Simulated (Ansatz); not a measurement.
# TePb (Pm-3m) in Ansatz: further runs

The runs below take TePb through projected density of states, density of states, electric field gradients, with LDA, BLYP+D3(BJ), PBE+D3(BJ).

All numbers are computed with Ansatz 0.2.0; they aren't measurements. Logs are shortened: lines on timing, memory, paths and dates and some standing lists are left out, and cuts for length are marked.

## 1. Starting point

Symmetry: Pm-3m, No. 221, cubic system. Conventional cell: a = 4.002 Å, b = 4.002 Å, c = 4.002 Å, α = 90.00°, β = 90.00°, γ = 90.00°. Around Pb (site symmetry m-3m) lie 8 Te at 3.47 Å. Around Te (site symmetry m-3m) lie 8 Pb at 3.47 Å.

Measurements of this composition are mostly on another form, of space group No. 225.

## 2. Projected density of states, LDA (atoms moved at random, drawn with an rms of 0.1 Å)

File input.yaml:

```yaml
crystal:
  lattice:
    - [4.002287, 0.0, 0.0]
    - [0.0, 4.002287, 0.0]
    - [0.0, 0.0, 4.002287]
  atoms:
    - { symbol: Pb, position_ang: [-0.03951458, 0.03419554, 0.002909663] }
    - { symbol: Te, position_ang: [1.962813597, 1.988564312, 2.026421945] }
hamiltonian:
  xc: lda
  pseudopotentials: { kind: paw }
kpoints:
  mp_grid: { grid: [5, 5, 5] }
scf:
  occupations: { method: methfessel_paxton, width: 0.1 }
  n_extra_bands: 6
output:
  forces: true
  stress: true
  eigenvalues: true
  dos: { projected: true, de: 0.05, nscf_kmesh: { grid: [8, 8, 8] } }
  write_density: true
  write_potential: true
  elf: true
  volumetric_format: npy
```

Potentials or basis: Ansatz PAW.

The run is started by

```console
ansatz run input.yaml --threads 1 --pin off --max-ram 2560MiB --backend cpu --events-out ev --progress --plain --runs-dir out
```

The program printed:

```text
Warning: RAYON_NUM_THREADS=1 ignored (pool sized by the plan → 1); use --threads N
scf.n_extra_bands = 6 over 15 filled bands (N_el = 30.0): the run solves 21 bands
Engine: ansatz 0.2.0, aarch64-unknown-linux-gnu
Pseudopotentials: kind: paw
Pseudopotential: Pb, paw, valence charge 14, recommended cutoff 420 eV (normal), Pb.paw.azcp
Pseudopotential: Te, paw, valence charge 16, recommended cutoff 420 eV (normal), Te.paw.azcp
Functional definition: SPW92
  exchange = slater_x
  correlation = pw_c
Crystal: 2 atoms, lattice volume = 64.110 Å³
Basis set: ecut = 420 eV, 1237 PW (Γ)
Bands: 21, of which v1, the nominal top of the filled ones, is band 15 counted from 1 (14 counted from 0)
Symmetry: 1 space group operations
Space group: P1 (ITA 1), of the structure as read, at distance tolerance 4.0e-5 Å
k-points: 63 of 125 (time reversal used)
Non-local potential: Pb, projectors of the file, l = 0: 2, l = 1: 2, l = 2: 2, l = 3: 2
Non-local potential: Te, projectors of the file, l = 0: 2, l = 1: 2, l = 2: 2, l = 3: 2
PAW form: soft (Blöchl's): semilocal exchange-correlation on the pseudo side does not see the compensation charge
PAW frozen core: Pb, regenerated for the run's functional, and the local potential with it (the file was generated under x = pbe(κ = 0.804, μ = 0.2195149727645171), c = pbe(β = 0.06672455060314922))
PAW frozen core: Te, regenerated for the run's functional, and the local potential with it (the file was generated under x = pbe(κ = 0.804, μ = 0.2195149727645171), c = pbe(β = 0.06672455060314922))
PAW one-centre angular grid: Pb, 590 points (default); XC on 64 Gauss nodes
PAW one-centre angular grid: Te, 590 points (default); XC on 64 Gauss nodes
Initial density: superposition of atomic densities (neutral atoms: chi_scale 0, normalization atom), corrected by the library's trained network
Initial wavefunctions: pseudopotential atomic-orbital guess
Functional: x = slater, c = lda
SCF iter   1: F=—  HF=-18429.790316 eV  |F-HF|=—  |Δ(HF+E_count)|=         —  Δρ=5.43e-3  dr2=2.93e-2  ethr=1.77e-3  ⟨swp⟩=6.5  Hψ=6879  notcnv=0
preconditioner: auto → Resta (q_TF=auto, 2.404 Å⁻¹)  ε∞=2.6  [insulator: Δε(μ)=0.326 eV  Ē_g=16.276 eV  σ=0.100 eV  W_gap=0.80  n_scr=18 (ndim 8)  ℏωp=20.7 eV  f_vac=0.000  D(μ)=2.26/eV (n_scr^D=18)  ε∞_Penn≈2.6]
SCF iter   2: F=—  HF=-18429.780129 eV  |F-HF|=—  |Δ(HF+E_count)|=   1.02e-2  S|Δr|=    0.00e0  Δρ=2.50e-3  dr2=3.43e-3  ethr=9.76e-5  ⟨swp⟩=1.0  Hψ=1836  notcnv=0  defer=26
SCF iter   3: F=—  HF=-18429.779276 eV  |F-HF|=—  |Δ(HF+E_count)|=   8.53e-4  S|Δr|=    0.00e0  Δρ=7.34e-4  dr2=3.46e-4  ethr=1.14e-5  ⟨swp⟩=2.2  Hψ=1660  notcnv=0  defer=26
SCF iter   4: F=—  HF=-18429.779215 eV  |F-HF|=—  |Δ(HF+E_count)|=   6.13e-5  S|Δr|=    0.00e0  Δρ=2.52e-4  dr2=5.04e-5  ethr=1.15e-6  ⟨swp⟩=2.0  Hψ=1531  notcnv=0  defer=26
SCF iter   5: F=—  HF=-18429.779205 eV  |F-HF|=—  |Δ(HF+E_count)|=   9.62e-6  S|Δr|=    0.00e0  Δρ=4.19e-5  dr2=1.17e-6  ethr=1.68e-7  ⟨swp⟩=2.3  Hψ=1686  notcnv=0  defer=26
SCF iter   6: F=-18429.779205 eV  HF=-18429.779205 eV  |F-HF|=1.41e-8  |Δ(HF+E_count)|=   1.09e-7  S|Δr|=    0.00e0  Δρ=6.41e-6  dr2=3.45e-8  ethr=3.33e-10  ⟨swp⟩=14.1  Hψ=10662  notcnv=0
SCF 1 converged in 6 iterations: F = -18429.779205 eV  dr2 = 3.45e-8
NSCF: frozen V_eff on 260 k-points
SCF converged after 6 iterations
Stability not checked: this state was not tested for a lower state beside it, because cold or Methfessel-Paxton smearing, or corrected tetrahedra, fill the levels in a way that the test cannot read (fill_not_monotonic; see scf.lower_state_search)
Free energy (F): -18429.779205 eV
Harris-Foulkes:  -18429.779205 eV  (|F-HF|=1.41e-8)
Internal energy: -18429.778044 eV  (E = F + TS)
E sigma→0 (E₀):  -18429.778915 eV
Entropy (-TS):   -0.001162 eV (-0.581 meV/atom)
Fermi energy:    9.075439 eV
Step filling:    the computed levels leave a gap of 0.0003 eV = 0.0 smearing widths at the electron count; against every level under it full and every level over it empty, smearing changes F+E_penalty+E_count by -1.766 meV and its σ→0 estimate by -1.475 meV
--- Per-component energies (eV) ---
  E_band       = -304.152576
  E_kinetic    = 468.383524
  E_local      = -2214.984887  (includes V_loc(G=0)·N_el)
  E_nonlocal   = 49.046899
  E_hartree    = 1173.816629
  E_xc         = -342.655924
  E_vxc        = -237.847377  (∫ρ·V_xc dr)
  E_paw        = -14610.923400  (= ΣΔE_a)
  E_vpaw       = -716.389718  (= ΣTr[D̂ρ^β])
  E_aug_tail   = -0.000151  (compensation charges beyond the density's cutoff)
  E_ewald      = -2953.061683
  E_core_change = 0.600948  (= ΣΔE_core)
  E_smearing   = -0.001162  (= −TS)
  E_closure    = 0.000000  (closes the sum)
  Σ components = -18429.779205   (vs F -18429.779205, Δ=0.00e0)
--- Forces (eV/Å), atoms counted from 1 ---
  atom   1  Pb    -0.00059874     0.02437203    -0.01135402
  atom   2  Te     0.00059961    -0.02438864     0.01136277
  max |Σ_I F_I| component: 1.66e-5 eV/Å
--- Stress (GPa, compression-positive) ---
       -4.335653      -0.000634       0.000310
       -0.000634      -4.364056      -0.011876
        0.000310      -0.011876      -4.342269
  P = ⅓ Tr σ = -4.3473 GPa (-43.473 kbar)
--- Band table (eV; the first three rows and the last of 63) ---
  k-point 0: bands = ["-27.0308", "-27.0307", "-27.0291", "-27.0290", "-27.0289", "-7.6997", "-7.6995", "-7.6190", "-7.6189", "-7.6188", "-2.9657", "2.3807", "7.6856", "7.6864", "7.6909", "13.3082", "13.3379", "14.4259", "14.4323", "14.4611", "19.1766"]
  k-point 1: bands = ["-27.0308", "-27.0294", "-27.0293", "-27.0293", "-27.0290", "-7.6983", "-7.6751", "-7.6281", "-7.6280", "-7.6183", "-2.6577", "1.7707", "7.5284", "8.0329", "8.0375", "12.4074", "13.4236", "13.5140", "13.7229", "15.3576", "18.6180"]
  k-point 2: bands = ["-27.0307", "-27.0299", "-27.0297", "-27.0289", "-27.0272", "-7.6964", "-7.6427", "-7.6426", "-7.6356", "-7.6173", "-1.8919", "0.4972", "8.0786", "8.8619", "8.8623", "10.0205", "11.9129", "11.9157", "14.4144", "16.5454", "19.2981"]
  k-point 62: bands = ["-27.0302", "-27.0300", "-27.0296", "-27.0287", "-27.0264", "-7.6589", "-7.6585", "-7.6520", "-7.6345", "-7.6194", "-1.4313", "0.9251", "6.2691", "7.3833", "7.7250", "10.3801", "11.9489", "13.1264", "16.8250", "17.4174", "17.5571"]
```

Wall time 66 s (1 thread of Arm Neoverse N1, shared host); peak memory 0.44 GiB.

Results:

```yaml
Free_energy: -18429.7792 eV
Pressure: -4.3 GPa
Largest_force: 0.027 eV/Å
Band_gap_on_the_k_mesh: none (metal or under the smearing width)
Density_of_states_at_the_Fermi_level: 0.55 states/eV per cell
```

Forces on the atoms (eV/Å):
```
Pb  -0.001  0.024 -0.011
Te   0.001 -0.024  0.011
```

States per cell in windows of 1 eV (zero at the Fermi level; states under -8 eV left out):
| from (eV) | total | Te 5p | Pb 6p | Pb 6s | Te 5s |
| --- | --- | --- | --- | --- | --- |
| -8.0 | 0.84 | 0.05 | 0.02 | 0.67 | 0.11 |
| -7.0 | 0.00 | 0.00 | 0.00 | 0.00 | 0.00 |
| -6.0 | 0.00 | 0.00 | 0.00 | 0.00 | 0.00 |
| -5.0 | 0.05 | 0.03 | 0.02 | 0.00 | 0.00 |
| -4.0 | 1.40 | 0.82 | 0.50 | 0.04 | 0.02 |
| -3.0 | 1.51 | 0.94 | 0.43 | 0.09 | 0.04 |
| -2.0 | 1.43 | 1.05 | 0.27 | 0.07 | 0.02 |
| -1.0 | 1.67 | 1.33 | 0.24 | 0.06 | 0.02 |
| 0.0 | 0.47 | 0.12 | 0.34 | 0.00 | 0.00 |
| 1.0 | 1.41 | 0.30 | 0.96 | 0.01 | 0.06 |
| 2.0 | 1.64 | 0.43 | 1.07 | 0.01 | 0.04 |
| 3.0 | 1.99 | 0.50 | 1.35 | 0.01 | 0.01 |
| 4.0 | 0.47 | 0.12 | 0.26 | 0.00 | 0.00 |
| 5.0 | 0.42 | 0.01 | 0.03 | 0.00 | 0.00 |
| 6.0 | 0.77 | 0.01 | 0.01 | 0.00 | 0.00 |
| 7.0 | 1.09 | 0.01 | 0.01 | 0.00 | 0.00 |

Caveat: the PAW data sets come from PBE, with cores solved anew for the run's functional, which leaves a small shift of forces and pressure.

## 3. Density of states, BLYP+D3(BJ) (cell strained at random at fixed volume)

File input.yaml:

```yaml
crystal:
  lattice:
    - [3.981078, 0.026698, 0.007623]
    - [0.026698, 4.031618, -0.043947]
    - [0.007623, -0.043947, 3.995009]
  atoms:
    - { symbol: Pb, position: [0.0, 0.0, 0.0] }
    - { symbol: Te, position: [0.5, 0.5, 0.5] }
hamiltonian:
  xc: blyp
  pseudopotentials: { kind: paw, source: jth }
  dispersion: d3bj
kpoints:
  mp_grid: { grid: [5, 5, 5] }
scf:
  occupations: { method: tetrahedron }
  n_extra_bands: 6
output:
  forces: true
  stress: true
  dos: { projected: false, de: 0.05, nscf_kmesh: { grid: [8, 8, 8] } }
```

Potentials or basis: JTH PAW.

The run is started by

```console
ansatz run input.yaml --threads 1 --pin off --max-ram 2560MiB --backend cpu --events-out ev --progress --plain --runs-dir out
```

It took 2 min on 1 thread of Arm Neoverse N1, shared host; peak memory 1.4 GiB.

The run converged. Its results:

| Quantity | Value |
| --- | --- |
| Free energy | -16824.8524 eV |
| Pressure | 0.2 GPa |
| Band gap on the k mesh | none (metal or under the smearing width) |
| Density of states at the Fermi level | 0.94 states/eV per cell |

Stress tensor (GPa, compression positive):
```
 0.43 -0.13 -0.07
-0.13 -0.04  0.21
-0.07  0.21  0.31
```

Levels at points of the mesh, in eV from the Fermi level:
```tsv
k point	band 8	band 9	band 10	band 11	band 12	band 13
(0.00, 0.00, 0.00)	-1.60	-1.37	-1.35	4.45	4.53	4.97
```

States per cell in windows of 1 eV (zero at the Fermi level; states under -8 eV left out):
```tsv
from (eV)	total
-8.0	0.48
-7.0	0.00
-6.0	0.00
-5.0	0.01
-4.0	1.23
-3.0	1.62
-2.0	1.44
-1.0	1.72
0.0	0.49
1.0	1.39
2.0	1.72
3.0	1.95
4.0	0.44
5.0	0.31
6.0	0.56
7.0	1.00
```

Caveat: the potentials were made for another functional, which shifts forces and pressure; pairwise dispersion overbinds metals, which lowers pressure and volume; with tetrahedron occupations forces and stress needn't match the slope of the energy. Spin-orbit coupling is left out, which matters for the levels of Pb, Te.

## 4. Projected density of states, LDA (atoms moved at random, drawn with an rms of 0.1 Å)

File input.yaml:

```yaml
crystal:
  lattice:
    - [4.002287, 0.0, 0.0]
    - [0.0, 4.002287, 0.0]
    - [0.0, 0.0, 4.002287]
  atoms:
    - { symbol: Pb, position: [-0.009873, 0.008544, 0.000727] }
    - { symbol: Te, position: [0.490423, 0.496857, 0.506316] }
hamiltonian:
  xc: lda
  pseudopotentials: { kind: paw }
kpoints:
  mp_grid: { grid: [5, 5, 5] }
scf:
  occupations: { method: fixed }
  n_extra_bands: 6
output:
  forces: true
  stress: true
  eigenvalues: true
  dos: { projected: true, de: 0.05, nscf_kmesh: { grid: [8, 8, 8] } }
```

Potentials or basis: Ansatz PAW.

The run is started by

```console
ansatz run input.yaml --threads 1 --pin off --max-ram 2560MiB --backend cpu --events-out ev --progress --plain --runs-dir out
```

Run time: 63 s. Hardware: 1 thread of Arm Neoverse N1, shared host; peak memory 0.41 GiB.

The run converged. Its results:

- Free energy: -18429.6824 eV
- Pressure: -3.1 GPa
- Largest force: 0.076 eV/Å
- Band gap on the k mesh: none (metal or under the smearing width)
- Density of states at the Fermi level: 0.44 states/eV per cell

Forces in eV/Å, atoms in the order of the input:
```
Pb  -0.002  0.068 -0.033
Te   0.002 -0.068  0.033
```

Levels at points of the mesh, in eV from the Fermi level:
| k point | band 13 | band 14 | band 15 | band 16 | band 17 | band 18 |
| --- | --- | --- | --- | --- | --- | --- |
| (0.00, 0.00, 0.00) | -1.74 | -1.74 | -1.74 | 3.82 | 3.85 | 4.91 |

States per cell in windows of 1 eV (zero at the Fermi level; states under -8 eV left out):
```tsv
from (eV)	total	Te 5p	Pb 6p	Pb 6s	Te 5s
-8.0	0.13	0.00	0.00	0.09	0.03
-7.0	0.00	0.00	0.00	0.00	0.00
-6.0	0.00	0.00	0.00	0.00	0.00
-5.0	0.37	0.20	0.15	0.01	0.00
-4.0	1.76	1.02	0.62	0.06	0.04
-3.0	1.38	0.88	0.36	0.08	0.04
-2.0	1.48	1.10	0.28	0.06	0.02
-1.0	1.31	0.94	0.30	0.04	0.01
0.0	0.69	0.14	0.50	0.01	0.02
1.0	1.58	0.40	1.02	0.01	0.06
2.0	1.88	0.49	1.26	0.01	0.03
3.0	1.49	0.43	0.93	0.00	0.01
4.0	0.27	0.03	0.07	0.00	0.00
5.0	0.50	0.01	0.01	0.00	0.00
6.0	0.96	0.02	0.01	0.00	0.00
7.0	1.69	0.01	0.03	0.00	0.00
```

Caveat: the PAW data sets come from PBE, with cores solved anew for the run's functional, which leaves a small shift of forces and pressure.

## 5. Electric field gradients, PBE+D3(BJ)

File input.yaml:

```yaml
crystal:
  lattice:
    - [4.002287, 0.0, 0.0]
    - [0.0, 4.002287, 0.0]
    - [0.0, 0.0, 4.002287]
  atoms:
    - { symbol: Pb, position: [0.0, 0.0, 0.0] }
    - { symbol: Te, position: [0.5, 0.5, 0.5] }
hamiltonian:
  xc: pbe
  pseudopotentials: { kind: paw, core: large }
  dispersion: d3bj
kpoints:
  mp_grid: { grid: [7, 7, 7] }
scf:
  occupations: { method: methfessel_paxton, width: 0.05 }
output:
  forces: true
  stress: true
  eigenvalues: true
  efg: {}
  write_density: true
  write_potential: true
  elf: true
  volumetric_format: npy
```

Potentials or basis: Ansatz PAW large core.

The run is started by

```console
ansatz run input.yaml --threads 1 --pin off --max-ram 2560MiB --backend cpu --events-out ev --progress --plain --runs-dir out
```

The program printed:

```text
Warning: RAYON_NUM_THREADS=1 ignored (pool sized by the plan → 1); use --threads N
Te, Pb: output.efg is read without spin–orbit coupling, which moves field gradients at and beside such atoms by some per cent and up to a factor of two; PAW files take it under magnetization.noncollinear and magnetization.spin_orbit
Engine: ansatz 0.2.0, aarch64-unknown-linux-gnu
Pseudopotentials: kind: paw
Pseudopotential: Pb, paw, valence charge 14, recommended cutoff 420 eV (normal), Pb.paw.azcp
Pseudopotential: Te, paw, valence charge 6, recommended cutoff 420 eV (normal), Te.paw.azcp#standard-large-core
Functional definition: PBE
  parameter kappa = 0.804
  parameter beta = 0.06672455060314922
  exchange = pbe_x(kappa = kappa, mu = beta*pi^2/3)
  correlation = pbe_c(beta = beta)
Crystal: 2 atoms, lattice volume = 64.110 Å³
[... 44 lines left out ...]
  E_aug_tail   = 0.000050  (compensation charges beyond the density's cutoff)
  E_ewald      = -1426.510117
  E_disp       = -0.844574  (pairwise vdW)
  E_smearing   = -0.001709  (= −TS)
  E_closure    = -0.000000  (closes the sum)
  Σ components = -16852.627249   (vs F -16852.627249, Δ=0.00e0)
--- Forces (eV/Å), atoms counted from 1 ---
  atom   1  Pb    -0.00000000     0.00000000     0.00000000
  atom   2  Te     0.00000000     0.00000000     0.00000000
  max |Σ_I F_I| component: 1.38e-30 eV/Å
--- Stress (GPa, compression-positive) ---
       -1.513349      -0.000000       0.000000
       -0.000000      -1.513349       0.000000
        0.000000       0.000000      -1.513349
  P = ⅓ Tr σ = -1.5133 GPa (-15.133 kbar)
--- PAW observables at the nuclei: V_zz in 10²¹ V/m², potentials from the cell's mean, atoms counted from 1 ---
  atom   1  Pb V_zz =    -0.000000   η = 0.0000   by run symmetry: forbidden
            electrostatic potential = -17479.164173 V   contact ρ = none
  atom   2  Te V_zz =    -0.000000   η = 0.0000   by run symmetry: forbidden
            electrostatic potential = -8650.417483 V   contact ρ = none
--- Band table (eV; the first three rows and the last of 20) ---
  k-point 0: bands = ["-8.9875", "-8.9875", "-8.9046", "-8.9046", "-8.9046", "-3.9664", "1.4186", "6.6244", "6.6244", "6.6244", "12.2005", "12.2005", "13.4268", "13.4268"]
  k-point 1: bands = ["-8.9869", "-8.9745", "-8.9094", "-8.9094", "-8.9042", "-3.8045", "1.0850", "6.4936", "6.8056", "6.8056", "12.0815", "12.3484", "12.9143", "12.9143"]
  k-point 2: bands = ["-8.9854", "-8.9454", "-8.9200", "-8.9200", "-8.9035", "-3.3453", "0.2234", "6.5885", "7.3085", "7.3085", "10.3044", "11.7509", "11.7509", "12.7803"]
  k-point 19: bands = ["-8.9564", "-8.9546", "-8.9546", "-8.8810", "-8.8810", "-1.5859", "0.8728", "5.2699", "5.5579", "5.5579", "7.5671", "7.5671", "8.3372", "20.0579"]
```

rho_z.tsv:

```text
# z_ang	rho[e/angstrom^3]
# format = ansatz-planar-average/11
# lattice	4.002287000	0.000000000	0.000000000
# lattice	0.000000000	4.002287000	0.000000000
# lattice	0.000000000	0.000000000	4.002287000
# sites	2
# site	82	0.000000000	0.000000000	0.000000000
# site	52	2.001143500	2.001143500	2.001143500
0.000000	7.221713e-1
0.148233	6.814024e-1
0.296466	5.779151e-1
0.444699	4.514425e-1
0.592931	3.367556e-1
0.741164	2.541717e-1
[... 19 lines left out ...]
3.705821	5.779151e-1
3.854054	6.814024e-1
```

v_z.tsv:

```text
# z_ang	v_es[eV]	v_tot[eV]
# format = ansatz-planar-average/11
# xc	pbe
# density_cutoff_ev	1680
# datasets	Pb=:simpson_from_first_knot:soft	Te=:simpson_from_first_knot:soft
# lattice	4.002287000	0.000000000	0.000000000
# lattice	0.000000000	4.002287000	0.000000000
# lattice	0.000000000	0.000000000	4.002287000
# sites	2
# site	82	0.000000000	0.000000000	0.000000000
# site	52	2.001143500	2.001143500	2.001143500
0.000000	1.373666e0	-9.113232e0
0.148233	1.466270e0	-8.913838e0
0.296466	1.797030e0	-8.369575e0
0.444699	2.479811e0	-7.419602e0
0.592931	3.605042e0	-5.980742e0
0.741164	5.075595e0	-4.234789e0
[... 19 lines left out ...]
3.705821	1.797030e0	-8.369575e0
3.854054	1.466270e0	-8.913838e0
```

Wall time 5.9 s (1 thread of Arm Neoverse N1, shared host); peak memory 0.38 GiB.

What came out:

```yaml
Free_energy: -16852.6272 eV
Pressure: -1.5 GPa
Band_gap_on_the_k_mesh: none (metal or under the smearing width)
```

Caveat: this set keeps more shells in the core, which shifts pressures and gaps; pairwise dispersion overbinds metals, which lowers pressure and volume.

## 6. The reference run

An earlier run on the cell as given: functional PBE; potentials or basis Ansatz PAW; cutoff 420 eV (not typed: the program's choice for these potentials); k mesh 7 × 7 × 7; occupations fermi-dirac, width 0.05 eV; no spin polarisation.

* Pressure: 0.0 GPa
* Band gap on the k mesh: none (metal or under the smearing width)

## 7. The runs side by side

| task | level | potentials or basis | cell | k mesh | cutoff (eV) | smearing | gap on the mesh (eV) | pressure (GPa) | largest force (eV/Å) |
| --- | --- | --- | --- | --- | --- | --- | --- | --- | --- |
| projected density of states | LDA | Ansatz PAW | atoms moved at random, drawn with an rms of 0.1 Å | 5 × 5 × 5 | 420 | methfessel-paxton 0.1 eV | none | -4.3 | 0.03 |
| density of states | BLYP+D3(BJ) | JTH PAW | cell strained at random at fixed volume | 5 × 5 × 5 | 1800 | tetrahedron | none | 0.2 | - |
| projected density of states | LDA | Ansatz PAW | atoms moved at random, drawn with an rms of 0.1 Å | 5 × 5 × 5 | 420 | fixed | none | -3.1 | 0.08 |
| electric field gradients | PBE+D3(BJ) | Ansatz PAW large core | as given | 7 × 7 × 7 | 420 | methfessel-paxton 0.05 eV | none | -1.5 | - |
| single point | PBE | Ansatz PAW | as given | 7 × 7 × 7 | 420 | fermi-dirac 0.05 eV | none | 0.0 | - |

Alike in all rows: no spin polarisation.

Caveats: the PAW data sets come from PBE, with cores solved anew for the run's functional, which leaves a small shift of forces and pressure (some runs); pairwise dispersion overbinds metals, which lowers pressure and volume (some runs); the potentials were made for another functional, which shifts forces and pressure (some runs); with tetrahedron occupations forces and stress needn't match the slope of the energy (some runs); this set keeps more shells in the core, which shifts pressures and gaps (some runs).

Total energies depend on the potentials used, so only differences within one code and one set of settings carry meaning.
